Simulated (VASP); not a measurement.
# TiN (Fm-3m) in VASP: notebook

Runs on TiN. Level: PBE. Tasks: relaxation of cell and atoms.

Program: VASP 6.6.1. These are calculated values, not measurements. Logs are shortened: lines on timing, memory, paths and dates and some standing lists are left out, and cuts for length are marked.

**1. The crystal as given**

It takes space group Fm-3m (No. 225, cubic). Conventional cell: a = 4.238 Å, b = 4.238 Å, c = 4.238 Å, α = 90.00°, β = 90.00°, γ = 90.00°. Around Ti (site symmetry m-3m) lie 6 N at 2.12 Å. N (site symmetry m-3m) is surrounded by 6 Ti at 2.12 Å.

**2. Relaxation of cell and atoms, PBE**

INCAR reads:

```
PREC     = Accurate       # precision mode
ENCUT    = 520            # plane-wave cutoff, eV
EDIFF    = 1E-7           # SCF threshold, eV
ISMEAR   = 0              # smearing method
SIGMA    = 0.02           # smearing width, eV
LREAL    = False          # projectors in reciprocal space
LASPH    = True           # aspherical terms in the spheres
NELM     = 100            # most SCF steps
ALGO     = Normal         # electronic algorithm
ISIF     = 3              # what is computed and relaxed
LWAVE    = False          # write WAVECAR
LCHARG   = False          # write CHGCAR
GGA      = PE             # functional
IBRION   = 2              # ionic algorithm
NSW      = 80             # ionic steps
EDIFFG   = -0.002         # ionic threshold
```

KPOINTS reads:

```
regular mesh
0
Gamma
  8 8 8
```

POSCAR reads:

```
TiN
1.0
    0.0000000000      2.1190000000      2.1190000000
    2.1190000000      0.0000000000      2.1190000000
    2.1190000000      2.1190000000      0.0000000000
Ti N
1 1
Direct
    0.0000000000      0.0000000000      0.0000000000
    0.5000000000      0.5000000000      0.5000000000
```

Potentials or basis: VASP PAW PBE potentials, release 64 (Ti_sv, N).

The run is started by

```bash
$ cat potpaw_PBE.64/Ti_sv/POTCAR potpaw_PBE.64/N/POTCAR > POTCAR
$ mpirun -np 1 vasp_std > vasp.out
```

OUTCAR:

```text
PREC = Accurate
   ENCUT = 520
   EDIFF = 1E-7
   ISMEAR = 0
   LREAL = False
   LASPH = True
   NELM = 100
   ISIF = 3
   GGA = PE
   IBRION = 2
   NSW = 80
   EDIFFG = -0.002

 ion  position               nearest neighbor table
   1  0.000  0.000  0.000-   2 2.12   2 2.12   2 2.12   2 2.12   2 2.12   2 2.12
   2  0.500  0.500  0.500-   1 2.12   1 2.12   1 2.12   1 2.12   1 2.12   1 2.12

  LATTYP: Found a face centered cubic cell.
 ALAT       =     4.2380000000

  Lattice vectors:

 A1 = (   0.0000000000,   2.1190000000,   2.1190000000)
 A2 = (   2.1190000000,   0.0000000000,   2.1190000000)
 A3 = (   2.1190000000,   2.1190000000,   0.0000000000)

Analysis of symmetry for initial positions (statically):
=====================================================================
 Subroutine PRICEL returns:
 Original cell was already a primitive cell.

 Routine SETGRP: Setting up the symmetry group for a
 face centered cubic supercell.

 Subroutine GETGRP returns: Found 48 space group operations
 (whereof 48 operations were pure point group operations)
 out of a pool of 48 trial point group operations.

The static configuration has the point symmetry O_h .

Analysis of symmetry for dynamics (positions and initial velocities):
=====================================================================
 Subroutine PRICEL returns:
 Original cell was already a primitive cell.

 Routine SETGRP: Setting up the symmetry group for a
 face centered cubic supercell.

 Subroutine GETGRP returns: Found 48 space group operations
 (whereof 48 operations were pure point group operations)
 out of a pool of 48 trial point group operations.

The dynamic configuration has the point symmetry O_h .

 Subroutine INISYM returns: Found 48 space group operations
 (whereof 48 operations are pure point group operations),
 and found     1 'primitive' translations

----------------------------------------------------------------------------------------

                                     Primitive cell

  volume of cell :      19.0293

  direct lattice vectors                    reciprocal lattice vectors
     0.000000000  2.119000000  2.119000000    -0.235960359  0.235960359  0.235960359
     2.119000000  0.000000000  2.119000000     0.235960359 -0.235960359  0.235960359
     2.119000000  2.119000000  0.000000000     0.235960359  0.235960359 -0.235960359

  length of vectors
     2.996718539  2.996718539  2.996718539     0.408695330  0.408695330  0.408695330

  position of ions in fractional coordinates (direct lattice)
     0.000000000  0.000000000  0.000000000
     0.500000000  0.500000000  0.500000000

  ion indices of the primitive-cell ions
   primitive index   ion index
                 1           1
                 2           2

----------------------------------------------------------------------------------------

 KPOINTS: regular mesh

Automatic generation of k-mesh.
 Grid dimensions read from file:
 generate k-points for:    8    8    8

 Generating k-lattice:

  Cartesian coordinates                     Fractional coordinates (reciprocal lattice)
    -0.029495045  0.029495045  0.029495045     0.125000000  0.000000000  0.000000000
     0.029495045 -0.029495045  0.029495045     0.000000000  0.125000000  0.000000000
     0.029495045  0.029495045 -0.029495045     0.000000000  0.000000000  0.125000000

  Length of vectors
     0.051086916  0.051086916  0.051086916

  Shift w.r.t. Gamma in fractional coordinates (k-lattice)
     0.000000000  0.000000000  0.000000000

 Subroutine IBZKPT returns following result:
 ===========================================

 Found     29 irreducible k-points:

 Following reciprocal coordinates:
            Coordinates               Weight
  0.000000  0.000000  0.000000      1.000000
  0.125000  0.000000  0.000000      8.000000
  0.250000  0.000000  0.000000      8.000000
  0.375000  0.000000  0.000000      8.000000
  0.500000  0.000000  0.000000      4.000000
  0.125000  0.125000  0.000000      6.000000
[... 16 lines left out ...]
  0.500000  0.250000  0.125000     48.000000
 -0.375000  0.250000  0.125000     24.000000
 [... further k-points ...]
   k-points           NKPTS =     29   k-points in BZ     NKDIM =     29   number of bands    NBANDS=     12
   number of dos      NEDOS =    301   number of ions     NIONS =      2
   total plane-waves  NPLWV =  13824
   dimension x,y,z NGX =    24 NGY =   24 NGZ =   24
   dimension x,y,z NGXF=    48 NGYF=   48 NGZF=   48
   ions per type =               1   1
   NGX,Y,Z   is equivalent  to a cutoff of  13.31, 13.31, 13.31 a.u.
   NGXF,Y,Z  is equivalent  to a cutoff of  26.63, 26.63, 26.63 a.u.
 SYSTEM =  unknown system
   PREC   = accura    normal or accurate (medium, high low for compatibility)
   ISTART =      0    job   : 0-new  1-cont  2-samecut
   ICHARG =      2    charge: 1-file 2-atom 10-const
   ISPIN  =      1    spin polarized calculation?
   LNONCOLLINEAR =      F non collinear calculations
   LSORBIT =      F    spin-orbit coupling
   LASPH  =      T    aspherical Exc in radial PAW
   ENCUT  =  520.0 eV  38.22 Ry    6.18 a.u.   5.57  5.57  5.57*2*pi/ulx,y,z
   NELM   =    100;   NELMIN=  2; NELMDL= -5     # of ELM steps
   EDIFF  = 0.1E-06   stopping-criterion for ELM
   LREAL  =      F    real-space projection
   EDIFFG = -.2E-02   stopping-criterion for IOM
   NSW    =     80    number of steps for IOM
   IBRION =      2    ionic relax: 0-MD 1-quasi-New 2-CG
   NFREE  =      1    steps in history (QN), initial steepest desc. (CG)
   ISIF   =      3    stress and relaxation
   ISYM   =      2    0-nonsym 1-usesym 2-fastsym
   POTIM  = 0.5000    time-step for ionic-motion
   TEBEG  =    0.0;   TEEND  =   0.0 temperature during run
   PSTRESS=    0.0 pullay stress
   NELECT =      17.0000    total number of electrons
   NUPDOWN=      -1.0000    fix difference up-down
   EMIN   =  10.00;   EMAX   =-10.00  energy-range for DOS
   EFERMI =   0.00;   METHOD = LEGACY
   ISMEAR =     0;   SIGMA  =   0.02  broadening in eV -4-tet -1-fermi 0-gaus
   EFERMI_NEDOS =   21; number of points for ismear=-14 and -15
   IALGO  =     38    algorithm
   IMIX   =      4    mixing-type and parameters
     AMIX     =   0.40;   BMIX     =  1.00
     AMIX_MAG =   1.60;   BMIX_MAG =  1.00
  volume/ion in A,a.u.               =       9.51        64.21
  Fermi-wavevector in a.u.,A,eV,Ry     =   1.576704  2.979539 33.824024  2.485996
  Thomas-Fermi vector in A             =   2.677497
   LORBIT       =      0    0 simple, 1 ext, 2 COOP (PROOUT), +10 PAW based schemes
   GGA     = PE    functional components
   LHFCALC =     F    Hartree Fock is set to
   AEXX    =    0.0000 exact exchange contribution
   IVDW    =     0    specifies the selected vdW correction
   LEPSILON=     F    determine dielectric tensor
   LRPA    =     F    only Hartree local field effects (RPA)
 conjugate gradient relaxation of ions
 non-spin polarized calculation
 Gauss-broadening in eV      SIGMA  =   0.02
  energy-cutoff  :      520.00
  volume of cell :       19.03
 maximum number of plane-waves:       531
 NGX is ok and might be reduce to    24
   NGX = 11   NGY = 11   NGZ = 11

--------------------------------------- Ionic step        1  -------------------------------------------

 number of electron      17.0000002 magnetization

 Free energy of the ion-electron system (eV)
  ---------------------------------------------------
  ext. energy  EPLUGINS =         0.00000000
  ---------------------------------------------------
  free energy    TOTEN  =       -19.62038185 eV

  energy without entropy =      -19.61918502  energy(sigma->0) =      -19.61978343

------------------------ aborting loop because EDIFF is reached ----------------------------------------

  FORCE on cell =-STRESS in cart. coord.  units (eV):
  Direction    XX          YY          ZZ          XY          YZ          ZX
  --------------------------------------------------------------------------------------
  -------------------------------------------------------------------------------------
  Total        0.2872930      0.2872930      0.2872930      0.0000000      0.0000000      0.0000000
  in kB       24.1887116     24.1887116     24.1887116      0.0000000      0.0000000      0.0000000
  external PRESSURE =      24.1887116 kB  Pullay stress =       0.0000000 kB
[... 89 lines left out ...]
  FREE ENERGIE OF THE ION-ELECTRON SYSTEM (eV)
  ---------------------------------------------------
  free  energy   TOTEN  =       -19.6216084849 eV

  energy  without entropy=      -19.6203986861  energy(sigma->0) =      -19.62100359

[... ionic steps 4 to 11 ...]

--------------------------------------- Ionic step       12  -------------------------------------------

 number of electron      17.0000002 magnetization

------------------------ aborting loop because EDIFF is reached ----------------------------------------
[... 67 lines left out ...]
--------------------------------------- Ionic step       14  -------------------------------------------

 number of electron      17.0000002 magnetization

 Free energy of the ion-electron system (eV)
  ---------------------------------------------------
  ext. energy  EPLUGINS =         0.00000000
  ---------------------------------------------------
  free energy    TOTEN  =       -19.62160927 eV

  energy without entropy =      -19.62039798  energy(sigma->0) =      -19.62100363

 E-fermi :  11.3963     XC(G=0): -12.9865

 val. band max:       11.3874522381   @ k =   0.3750   0.1250   0.0000
 cond. band min:      11.4074565540   @ k =  -0.3750   0.3750   0.1250
 fundamental gap:      0.0200043158
 Fermi energy:        11.3963367889

 k-point     1 :       0.0000    0.0000    0.0000
  band No.  band energies     occupation
      1     -46.4967      2.00000
      2     -22.4812      2.00000
      3     -22.4812      2.00000
      4     -22.4812      2.00000
      5      -5.7054      2.00000
      6       9.3210      2.00000
      7       9.3210      2.00000
      8       9.3210      2.00000
      9      10.7672      2.00000
     10      10.7672      2.00000
     11      10.7672      2.00000
     12      11.9496      0.00000
[... 331 lines left out ...]
 k-point    24 :      -0.3750    0.2500    0.1250
  band No.  band energies     occupation
      1     -46.3872      2.00000
      2     -23.0078      2.00000
      3     -22.6915      2.00000
      4     -22.5887      2.00000
      5      -3.5669      2.00000
      6       4.2703      2.00000
      7       5.9310      2.00000
      8       6.2588      2.00000
      9      12.4010      0.00000
     10      12.7357      0.00000
     11      13.5938      0.00000
     12      15.5630      0.00000

 [... further k-points ...]

------------------------ aborting loop because EDIFF is reached ----------------------------------------

  FORCE on cell =-STRESS in cart. coord.  units (eV):
  Direction    XX          YY          ZZ          XY          YZ          ZX
  --------------------------------------------------------------------------------------
  -------------------------------------------------------------------------------------
  Total        0.0007206      0.0007206      0.0007206      0.0000000     -0.0000000     -0.0000000
  in kB        0.0601523      0.0601523      0.0601523      0.0000000     -0.0000000     -0.0000000
  external PRESSURE =       0.0601523 kB  Pullay stress =       0.0000000 kB
[... 17 lines left out ...]
  FREE ENERGIE OF THE ION-ELECTRON SYSTEM (eV)
  ---------------------------------------------------
  free  energy   TOTEN  =       -19.6216092727 eV

  energy  without entropy=      -19.6203979848  energy(sigma->0) =      -19.62100363

 reached required accuracy - stopping structural energy minimisation
```

Wall time 52 s (1 thread of AMD EPYC 7R13 (Zen 3), shared host); peak memory 0.11 GiB.

Results:

```yaml
Free_energy: -19.6216 eV
Relaxed_volume: 9.60 Å³/atom
Relaxed_cell: a = 3.005 Å, b = 3.005 Å, c = 3.005 Å, α = 60.00°, β = 60.00°, γ = 60.00°
Space_group_after_relaxing_to_0.05_Å: Fm-3m (No. 225)
Energy_gained_by_relaxing: 0.6 meV/atom
Ionic_steps: 14
Pressure_after_relaxing: 0.0 GPa
Band_gap_on_the_k_mesh: none (metal or under the smearing width)
```

Step by step:
| step | energy change (eV) | largest force (eV/Å) | pressure (GPa) | volume (Å³) |
| --- | --- | --- | --- | --- |
| 1 | 0.0000 | 0.0000 | 2.42 | 19.03 |
| 2 | 0.0012 | 0.0000 | -3.26 | 19.43 |
| 3 | -0.0012 | 0.0000 | -0.11 | 19.19 |
| 4 | -0.0012 | 0.0000 | 0.10 | 19.19 |
| 5 | -0.0012 | 0.0000 | 0.08 | 19.19 |
| 6 | -0.0012 | 0.0000 | 0.07 | 19.19 |
| 7 | -0.0012 | 0.0000 | 0.06 | 19.19 |
| 8 | -0.0012 | 0.0000 | 0.04 | 19.19 |
| 9 | -0.0012 | 0.0000 | 0.04 | 19.19 |
| 10 | -0.0012 | 0.0000 | 0.04 | 19.19 |
| 11 | -0.0012 | 0.0000 | 0.04 | 19.19 |
| 12 | -0.0012 | 0.0000 | 0.03 | 19.19 |
| 13 | -0.0012 | 0.0000 | 0.03 | 19.19 |
| 14 | -0.0012 | 0.0000 | 0.01 | 19.19 |

Final structure:
```
Ti N
1.0
     0.00000    2.12510    2.12510
     2.12510    0.00000    2.12510
     2.12510    2.12510    0.00000
Ti N
1 1
Direct
  0.00000 0.00000 0.00000
  0.50000 0.50000 0.50000
```

**3. Relaxation of cell and atoms, PBE**

This run uses another cell than the first one, of 9.60 Å³/atom, 1.009 times its volume.

INCAR is that of step 2.

KPOINTS is that of step 2.

POSCAR reads:

```
TiN                                     
1.0
   -0.0000000000      2.1251048275      2.1251048275
    2.1251048275     -0.0000000000      2.1251048275
    2.1251048275      2.1251048275      0.0000000000
  Ti              N             
     1     1
Direct
     0.0000000000000000    0.0000000000000000    1.0000000000000000
     0.5000000000000000    0.5000000000000000    0.5000000000000000
```

Potentials or basis: VASP PAW PBE potentials, release 64 (Ti_sv, N).

The run is started by

```bash
$ cat potpaw_PBE.64/Ti_sv/POTCAR potpaw_PBE.64/N/POTCAR > POTCAR
$ mpirun -np 1 vasp_std > vasp.out
```

It took 11 s on 1 thread of AMD EPYC 7R13 (Zen 3), shared host; peak memory 0.11 GiB.

The run converged. Its results:

```yaml
Free_energy: -19.6218 eV
Pressure_after_relaxing: 0.0 GPa
Band_gap_on_the_k_mesh: none (metal or under the smearing width)
```

Final structure:
```
Ti N
1.0
     0.00000    2.12510    2.12510
     2.12510    0.00000    2.12510
     2.12510    2.12510    0.00000
Ti N
1 1
Direct
  0.00000 0.00000 0.00000
  0.50000 0.50000 0.50000
```

Levels at points of the mesh, in eV from the Fermi level:
| k point | band 6 | band 7 | band 8 | band 9 | band 10 | band 11 | band 12 |
| --- | --- | --- | --- | --- | --- | --- | --- |
| (0.00, 0.00, 0.00) | -2.08 | -2.08 | -2.08 | -0.63 | -0.63 | -0.63 | 0.55 |
| (0.50, 0.00, 0.00) | -8.07 | -5.48 | -5.48 | 1.65 | 1.65 | 2.31 | 5.66 |
| (0.50, 0.50, 0.00) | -5.85 | -3.26 | -3.26 | -3.06 | 1.60 | 2.34 | 2.34 |

Caveat: the relaxation stopped at its first step, so nothing moved.
